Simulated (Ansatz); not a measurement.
# AlN: the cost of one run

Program: Ansatz 0.2.0. Level of theory: DFT PBE, scalar-relativistic, plane waves, PAW. These are calculated values, not measurements.

**1. The structure to begin with**

Symmetry: F-43m, No. 216, cubic system. The conventional cell has a = 4.403 Å, b = 4.403 Å, c = 4.403 Å, α = 90.00°, β = 90.00°, γ = 90.00°. Al (site symmetry -43m) has 4 N at 1.91 Å as nearest neighbours. Around N (site symmetry -43m) lie 4 Al at 1.91 Å.

As a file:

```
CELL_PARAMETERS angstrom
0.00000 2.20159 2.20159
2.20159 0.00000 2.20159
2.20159 2.20159 0.00000
ATOMIC_POSITIONS crystal
Al 0.00000 0.00000 0.00000
N 0.75000 0.75000 0.75000
```

It goes back to an entry of the Materials Project, which need not be the stable form.

This cell was relaxed beforehand with the same method: volume 10.67 Å³/atom, gap on the mesh 3.31 eV.

**2. Static run: bands, density of states and charges**

input.yaml reads:

```yaml
crystal:
  lattice:
    - [0.0, 2.2015871044, 2.2015871044]
    - [2.2015871044, 0.0, 2.2015871044]
    - [2.2015871044, 2.2015871044, 0.0]
  atoms:
    - { symbol: Al, position: [0.0, 0.0, 0.0] }
    - { symbol: "N", position: [0.75, 0.75, 0.75] }
basis:
  ecutwfc: 420
kpoints:
  mp_grid: { grid: [10, 10, 10] }
  band_path:
    path:
      - [[0.0, 0.0, 0.0], [-0.5, -0.5, 0.0], [-0.375, -0.375, 0.25]]
      - [[-0.375, 0.0, 0.375], [0.0, 0.0, 0.0], [0.0, 0.0, 0.5], [-0.5, -0.25, 0.25], [-0.5, -0.5, 0.0]]
    npoints: 14
hamiltonian:
  xc: pbe
scf:
  occupations: { method: gaussian, width: 0.02 }
  n_extra_bands: 6
output:
  forces: true
  stress: true
  eigenvalues: true
  populations: true
  dos: { projected: true, de: 0.02, nscf_kmesh: { grid: [15, 15, 15] } }
  bader: true
  write_density: true
  write_potential: true
  elf: true
  volumetric_format: npy
```

The run is started by

```bash
ansatz run input.yaml --threads 1 --pin off --max-ram 2560MiB --backend cpu --events-out ev --progress --plain --runs-dir out
```

Q: Estimate wall time and peak memory on 1 thread of Arm Neoverse V1, shared host.

About 22 s, with a peak of 0.26 GiB.
